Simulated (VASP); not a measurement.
# W (Fm-3m) in VASP: a series of runs

The runs below take W through single point, with PBE.

All numbers are computed with VASP 6.6.1; they aren't measurements. Logs are shortened: lines on timing, memory, paths and dates and some standing lists are left out, and cuts for length are marked.

### 1 The crystal as given

Symmetry: Fm-3m, No. 225, cubic system. The conventional cell has a = 4.060 Å, b = 4.060 Å, c = 4.060 Å, α = 90.00°, β = 90.00°, γ = 90.00°. W (site symmetry m-3m) is surrounded by 12 W at 2.87 Å.

This isn't the form of W at room conditions, which is bcc.

### 2 Single point, PBE

Input file INCAR:

```
SYSTEM = W
  ADDGRID = .FALSE.
  ALGO = Normal
  EDIFF = 1E-7
  ENCUT = 400
  GGA = PE
  ISIF = 2
  ISMEAR = 0
  LASPH = .TRUE.
  LCHARG = .FALSE.
  LREAL = .FALSE.
  LWAVE = .FALSE.
  NBANDS = 13
  NELM = 100
  PREC = Accurate
  SIGMA = 0.15
```

Input file KPOINTS:

```
k-points
0
G
  15 15 15
  0 0 0
```

Input file POSCAR:

```
W
1.0
    0.0000000000      2.0300000000      2.0300000000
    2.0300000000      0.0000000000      2.0300000000
    2.0300000000      2.0300000000      0.0000000000
W
1
Direct
    0.0000000000      0.0000000000      0.0000000000
```

Potentials or basis: VASP PAW PBE potentials, release 64 (W_sv).

Run with:

```sh
$ cat potpaw_PBE.64/W_sv/POTCAR > POTCAR
$ mpirun -np 1 vasp_std > vasp.out
```

OUTCAR:

```text
SYSTEM = W
   EDIFF = 1E-7
   ENCUT = 400
   GGA = PE
   ISIF = 2
   ISMEAR = 0
   LASPH = .TRUE.
   LREAL = .FALSE.
   NELM = 100
   PREC = Accurate

 Found    120 irreducible k-points:

 Following reciprocal coordinates:
            Coordinates               Weight
  0.000000  0.000000  0.000000      1.000000
  0.066667  0.000000  0.000000      8.000000
  0.133333  0.000000  0.000000      8.000000
  0.200000  0.000000  0.000000      8.000000
  0.266667  0.000000  0.000000      8.000000
  0.333333  0.000000  0.000000      8.000000
   k-points           NKPTS =    120   k-points in BZ     NKDIM =    120   number of bands    NBANDS=     13
   number of dos      NEDOS =    301   number of ions     NIONS =      1
   total plane-waves  NPLWV =   8000
   dimension x,y,z NGX =    20 NGY =   20 NGZ =   20
   dimension x,y,z NGXF=    40 NGYF=   40 NGZF=   40
   ions per type =               1
   NGX,Y,Z   is equivalent  to a cutoff of  11.58, 11.58, 11.58 a.u.
   NGXF,Y,Z  is equivalent  to a cutoff of  23.16, 23.16, 23.16 a.u.
 SYSTEM =  W
   PREC   = accura    normal or accurate (medium, high low for compatibility)
   ISTART =      0    job   : 0-new  1-cont  2-samecut
   ICHARG =      2    charge: 1-file 2-atom 10-const
   ISPIN  =      1    spin polarized calculation?
   LNONCOLLINEAR =      F non collinear calculations
   LSORBIT =      F    spin-orbit coupling
   LASPH  =      T    aspherical Exc in radial PAW
   ENCUT  =  400.0 eV  29.40 Ry    5.42 a.u.   4.68  4.68  4.68*2*pi/ulx,y,z
   NELM   =    100;   NELMIN=  2; NELMDL= -5     # of ELM steps
   EDIFF  = 0.1E-06   stopping-criterion for ELM
   LREAL  =      F    real-space projection
   EDIFFG = 0.1E-05   stopping-criterion for IOM
   NSW    =      0    number of steps for IOM
   IBRION =     -1    ionic relax: 0-MD 1-quasi-New 2-CG
   NFREE  =      0    steps in history (QN), initial steepest desc. (CG)
   ISIF   =      2    stress and relaxation
   ISYM   =      2    0-nonsym 1-usesym 2-fastsym
   POTIM  = 0.5000    time-step for ionic-motion
   TEBEG  =    0.0;   TEEND  =   0.0 temperature during run
   PSTRESS=    0.0 pullay stress
   NELECT =      14.0000    total number of electrons
   NUPDOWN=      -1.0000    fix difference up-down
   EMIN   =  10.00;   EMAX   =-10.00  energy-range for DOS
   EFERMI =   0.00;   METHOD = LEGACY
   ISMEAR =     0;   SIGMA  =   0.15  broadening in eV -4-tet -1-fermi 0-gaus
   EFERMI_NEDOS =   21; number of points for ismear=-14 and -15
   IALGO  =     38    algorithm
   IMIX   =      4    mixing-type and parameters
     AMIX     =   0.40;   BMIX     =  1.00
     AMIX_MAG =   1.60;   BMIX_MAG =  1.00
  volume/ion in A,a.u.               =      16.73       112.91
  Fermi-wavevector in a.u.,A,eV,Ry     =   1.542688  2.915258 32.380324  2.379887
  Thomas-Fermi vector in A             =   2.648457
   LORBIT       =      0    0 simple, 1 ext, 2 COOP (PROOUT), +10 PAW based schemes
   GGA     = PE    functional components
   LHFCALC =     F    Hartree Fock is set to
   AEXX    =    0.0000 exact exchange contribution
   IVDW    =     0    specifies the selected vdW correction
   LEPSILON=     F    determine dielectric tensor
   LRPA    =     F    only Hartree local field effects (RPA)
 non-spin polarized calculation
 Gauss-broadening in eV      SIGMA  =   0.15
  energy-cutoff  :      400.00
  volume of cell :       16.73
 maximum number of plane-waves:       318
   NGX =  9   NGY =  9   NGZ =  9

 number of electron      14.0000005 magnetization

 Free energy of the ion-electron system (eV)
  ---------------------------------------------------
  ext. energy  EPLUGINS =         0.00000000
  ---------------------------------------------------
  free energy    TOTEN  =       -12.47738882 eV

  energy without entropy =      -12.46311884  energy(sigma->0) =      -12.47025383

 E-fermi :  10.2329     XC(G=0): -13.3281

 val. band max:       10.2255406209   @ k =   0.2000   0.1333   0.0667
 cond. band min:      10.2650418200   @ k =   0.2000   0.0667   0.0000
 fundamental gap:      0.0395011992
 Fermi energy:        10.2329067410

 k-point     1 :       0.0000    0.0000    0.0000
  band No.  band energies     occupation
      1     -63.4815      2.00000
      2     -27.1355      2.00000
      3     -27.1355      2.00000
      4     -27.1355      2.00000
      5       1.3343      2.00000
      6       9.6929      2.00000
      7       9.6929      2.00000
      8       9.6929      2.00000
      9      12.7343      0.00000
     10      12.7343      0.00000
     11      22.9853      0.00000
     12      28.1124      0.00000
     13      28.1124      0.00000

 k-point     2 :       0.0667    0.0000    0.0000
  band No.  band energies     occupation
      1     -63.4773      2.00000
      2     -27.1849      2.00000
      3     -27.1419      2.00000
      4     -27.1419      2.00000
      5       1.5250      2.00000
      6       9.5459      2.00000
      7       9.7816      1.99998
      8       9.7816      1.99998
      9      12.6541      0.00000
     10      12.6541      0.00000
     11      23.3676      0.00000
     12      27.2825      0.00000
     13      28.4694      0.00000
[... 33 lines left out ...]
 k-point     5 :       0.2667    0.0000    0.0000
  band No.  band energies     occupation
      1     -63.4280      2.00000
      2     -27.7453      2.00000
      3     -27.2160      2.00000
      4     -27.2160      2.00000
      5       3.7244      2.00000
      6       8.7117      2.00000
      7      10.0807      1.84868
      8      10.0807      1.84868
      9      12.9733      0.00000
     10      12.9733      0.00000
     11      22.9105      0.00000
     12      26.8071      0.00000
     13      32.7403      0.00000

 k-point     6 :       0.3333    0.0000    0.0000
  band No.  band energies     occupation
      1     -63.4087      2.00000
      2     -27.9529      2.00000
      3     -27.2444      2.00000
      4     -27.2444      2.00000
      5       4.3615      2.00000
      6       9.0929      2.00000
      7       9.8496      1.99970
      8       9.8496      1.99970
      9      13.7341      0.00000
     10      13.7341      0.00000
     11      21.9027      0.00000
     12      25.5416      0.00000
     13      31.8253      0.00000

 [... further k-points ...]

------------------------ aborting loop because EDIFF is reached ----------------------------------------

  FORCE on cell =-STRESS in cart. coord.  units (eV):
  Direction    XX          YY          ZZ          XY          YZ          ZX
  --------------------------------------------------------------------------------------
  -------------------------------------------------------------------------------------
  Total       -0.4642645     -0.4642645     -0.4642645      0.0000000      0.0000000      0.0000000
  in kB      -44.4588259    -44.4588259    -44.4588259      0.0000000      0.0000000      0.0000000
  external PRESSURE =     -44.4588259 kB  Pullay stress =       0.0000000 kB

 VOLUME and BASIS-vectors are now :
 -----------------------------------------------------------------------------
  energy-cutoff  :      400.00
  volume of cell :       16.73
      direct lattice vectors                 reciprocal lattice vectors
     0.000000000  2.030000000  2.030000000    -0.246305419  0.246305419  0.246305419
     2.030000000  0.000000000  2.030000000     0.246305419 -0.246305419  0.246305419
     2.030000000  2.030000000  0.000000000     0.246305419  0.246305419 -0.246305419

 POSITION                                       TOTAL-FORCE (eV/Angst)
 -----------------------------------------------------------------------------------
      0.00000      0.00000      0.00000         0.000000     -0.000000      0.000000
 -----------------------------------------------------------------------------------
    total drift:                                0.000000      0.000000      0.000000

  FREE ENERGIE OF THE ION-ELECTRON SYSTEM (eV)
  ---------------------------------------------------
  free  energy   TOTEN  =       -12.4773888221 eV

  energy  without entropy=      -12.4631188354  energy(sigma->0) =      -12.47025383
```

OSZICAR:

```text
N       E                     dE             d eps       ncg     rms          rms(c)
DAV:   1     0.717296258529E+02    0.71730E+02   -0.64422E+03  3165   0.103E+03
DAV:   2    -0.117773768970E+02   -0.83507E+02   -0.80473E+02  3455   0.276E+02
DAV:   3    -0.131070562230E+02   -0.13297E+01   -0.13245E+01  3410   0.352E+01
DAV:   4    -0.131125564153E+02   -0.55002E-02   -0.55000E-02  3515   0.246E+00
DAV:   5    -0.131126078794E+02   -0.51464E-04   -0.51464E-04  3535   0.221E-01    0.183E+01
DAV:   6    -0.126042810671E+02    0.50833E+00   -0.44694E-01  3330   0.877E+00    0.698E+00
DAV:   7    -0.124816721716E+02    0.12261E+00   -0.20683E-01  3475   0.561E+00    0.581E-01
DAV:   8    -0.124773912669E+02    0.42809E-02   -0.39272E-03  3145   0.780E-01    0.673E-02
DAV:   9    -0.124773892883E+02    0.19786E-05   -0.73993E-05  3773   0.956E-02    0.425E-02
DAV:  10    -0.124773881424E+02    0.11458E-05   -0.82366E-06  3350   0.376E-02    0.922E-03
DAV:  11    -0.124773889690E+02   -0.82658E-06   -0.12743E-07  2511   0.399E-03    0.472E-04
DAV:  12    -0.124773888258E+02    0.14317E-06   -0.87355E-09  1755   0.108E-03    0.101E-04
DAV:  13    -0.124773888221E+02    0.37569E-08   -0.74476E-10  1655   0.339E-04
   1 F= -.12477389E+02 E0= -.12470254E+02  d E =-.142700E-01
```

It took 13 s on 1 thread of Intel Xeon Platinum 8488C (Sapphire Rapids), shared host; peak memory 0.13 GiB.

These settings aren't checked as converged: the numbers below hold their error.

Results:

| Quantity | Value |
| --- | --- |
| Free energy | -12.4774 eV |
| Pressure | -4.4 GPa |
| Band gap on the k mesh | none (metal or under the smearing width) |

### 3 Single point, PBE

Changes to INCAR since step 2:

```diff
@@ -4,3 +4,3 @@
   EDIFF = 1E-7
-  ENCUT = 400
+  ENCUT = 900
   GGA = PE
```

Input file KPOINTS:

```
k-points
0
G
  10 10 10
  0 0 0
```

POSCAR is that of step 2.

Potentials or basis: VASP PAW PBE potentials, release 64 (W_sv).

Run with:

```sh
$ cat potpaw_PBE.64/W_sv/POTCAR > POTCAR
$ mpirun -np 1 vasp_std > vasp.out
```

It took 14 s on 1 thread of Intel Xeon Platinum 8488C (Sapphire Rapids), shared host; peak memory 0.17 GiB.

These settings aren't checked as converged: the numbers below hold their error.

Results:

- Free energy: -12.4681 eV
- Pressure: -3.7 GPa
- Band gap on the k mesh: none (metal or under the smearing width)

### 4 Single point, PBE

Changes to INCAR since step 3:

```diff
@@ -4,3 +4,3 @@
   EDIFF = 1E-7
-  ENCUT = 900
+  ENCUT = 400
   GGA = PE
@@ -15,2 +15,2 @@
   PREC = Accurate
-  SIGMA = 0.15
+  SIGMA = 0.4
```

Input file KPOINTS:

```
k-points
0
G
  15 15 15
  0 0 0
```

POSCAR is that of step 3.

Run with:

```sh
$ cat potpaw_PBE.64/W_sv/POTCAR > POTCAR
$ mpirun -np 1 vasp_std > vasp.out
```

It took 11 s on 1 thread of Intel Xeon Platinum 8488C (Sapphire Rapids), shared host; peak memory 0.13 GiB.

The run converged, but some of its settings lie outside the range that counts as converged, so its numbers aren't taken as properties of the crystal.

Results:

* Free energy: -12.5187 eV
* Pressure: -3.9 GPa
* Band gap on the k mesh: none (metal or under the smearing width)

### 5 Single point, PBE

Changes to INCAR since step 4:

```diff
@@ -15,2 +15,2 @@
   PREC = Accurate
-  SIGMA = 0.4
+  SIGMA = 0.2
```

KPOINTS is that of step 4.

POSCAR is that of step 4.

Potentials or basis: VASP PAW PBE potentials, release 64 (W_sv).

Run with:

```sh
$ cat potpaw_PBE.64/W_sv/POTCAR > POTCAR
$ mpirun -np 1 vasp_std > vasp.out
```

OUTCAR:

```text
SYSTEM = W
   EDIFF = 1E-7
   ENCUT = 400
   GGA = PE
   ISIF = 2
   ISMEAR = 0
   LASPH = .TRUE.
   LREAL = .FALSE.
   NELM = 100
   PREC = Accurate

 Found    120 irreducible k-points:

 Following reciprocal coordinates:
            Coordinates               Weight
  0.000000  0.000000  0.000000      1.000000
  0.066667  0.000000  0.000000      8.000000
  0.133333  0.000000  0.000000      8.000000
  0.200000  0.000000  0.000000      8.000000
  0.266667  0.000000  0.000000      8.000000
  0.333333  0.000000  0.000000      8.000000
   k-points           NKPTS =    120   k-points in BZ     NKDIM =    120   number of bands    NBANDS=     13
   number of dos      NEDOS =    301   number of ions     NIONS =      1
   total plane-waves  NPLWV =   8000
   dimension x,y,z NGX =    20 NGY =   20 NGZ =   20
   dimension x,y,z NGXF=    40 NGYF=   40 NGZF=   40
   ions per type =               1
   NGX,Y,Z   is equivalent  to a cutoff of  11.58, 11.58, 11.58 a.u.
   NGXF,Y,Z  is equivalent  to a cutoff of  23.16, 23.16, 23.16 a.u.
 SYSTEM =  W
   PREC   = accura    normal or accurate (medium, high low for compatibility)
   ISTART =      0    job   : 0-new  1-cont  2-samecut
   ICHARG =      2    charge: 1-file 2-atom 10-const
   ISPIN  =      1    spin polarized calculation?
   LNONCOLLINEAR =      F non collinear calculations
   LSORBIT =      F    spin-orbit coupling
[... 68 lines left out ...]
      8       9.6931      1.99989
      9      12.7343      0.00000
     10      12.7343      0.00000
     11      22.9858      0.00000
     12      28.1122      0.00000
     13      28.1122      0.00000
[... 66 lines left out ...]
  band No.  band energies     occupation
      1     -63.4087      2.00000
      2     -27.9529      2.00000
      3     -27.2445      2.00000
      4     -27.2445      2.00000
      5       4.3617      2.00000
      6       9.0930      2.00000
      7       9.8497      1.99438
      8       9.8497      1.99438
      9      13.7341      0.00000
     10      13.7341      0.00000
     11      21.9025      0.00000
     12      25.5418      0.00000
     13      31.8254      0.00000

 [... further k-points ...]

------------------------ aborting loop because EDIFF is reached ----------------------------------------

  FORCE on cell =-STRESS in cart. coord.  units (eV):
  Direction    XX          YY          ZZ          XY          YZ          ZX
  --------------------------------------------------------------------------------------
  -------------------------------------------------------------------------------------
  Total       -0.4543491     -0.4543491     -0.4543491      0.0000000     -0.0000000      0.0000000
  in kB      -43.5093012    -43.5093012    -43.5093012      0.0000000     -0.0000000      0.0000000
  external PRESSURE =     -43.5093012 kB  Pullay stress =       0.0000000 kB

 VOLUME and BASIS-vectors are now :
 -----------------------------------------------------------------------------
  energy-cutoff  :      400.00
  volume of cell :       16.73
      direct lattice vectors                 reciprocal lattice vectors
     0.000000000  2.030000000  2.030000000    -0.246305419  0.246305419  0.246305419
     2.030000000  0.000000000  2.030000000     0.246305419 -0.246305419  0.246305419
     2.030000000  2.030000000  0.000000000     0.246305419  0.246305419 -0.246305419

 POSITION                                       TOTAL-FORCE (eV/Angst)
 -----------------------------------------------------------------------------------
      0.00000      0.00000      0.00000         0.000000     -0.000000      0.000000
 -----------------------------------------------------------------------------------
    total drift:                                0.000000      0.000000      0.000000

  FREE ENERGIE OF THE ION-ELECTRON SYSTEM (eV)
  ---------------------------------------------------
  free  energy   TOTEN  =       -12.4828546153 eV

  energy  without entropy=      -12.4581919910  energy(sigma->0) =      -12.47052330
```

Wall time 12 s (1 thread of Intel Xeon Platinum 8488C (Sapphire Rapids), shared host); peak memory 0.13 GiB.

These settings aren't checked as converged: the numbers below hold their error.

Results:

```yaml
Free_energy: -12.4829 eV
Pressure: -4.4 GPa
Band_gap_on_the_k_mesh: none (metal or under the smearing width)
```

### 6 Single point, PBE

Changes to INCAR since step 5:

```diff
@@ -15,2 +15,2 @@
   PREC = Accurate
-  SIGMA = 0.2
+  SIGMA = 0.1
```

KPOINTS is that of step 5.

POSCAR is that of step 5.

Potentials or basis: VASP PAW PBE potentials, release 64 (W_sv).

Run with:

```sh
$ cat potpaw_PBE.64/W_sv/POTCAR > POTCAR
$ mpirun -np 1 vasp_std > vasp.out
```

Wall time 21 s (1 thread of Intel Xeon Platinum 8488C (Sapphire Rapids), shared host); peak memory 0.13 GiB.

These settings aren't checked as converged: the numbers below hold their error.

Results:

```yaml
Free_energy: -12.4734 eV
Pressure: -4.5 GPa
Band_gap_on_the_k_mesh: none (metal or under the smearing width)
```
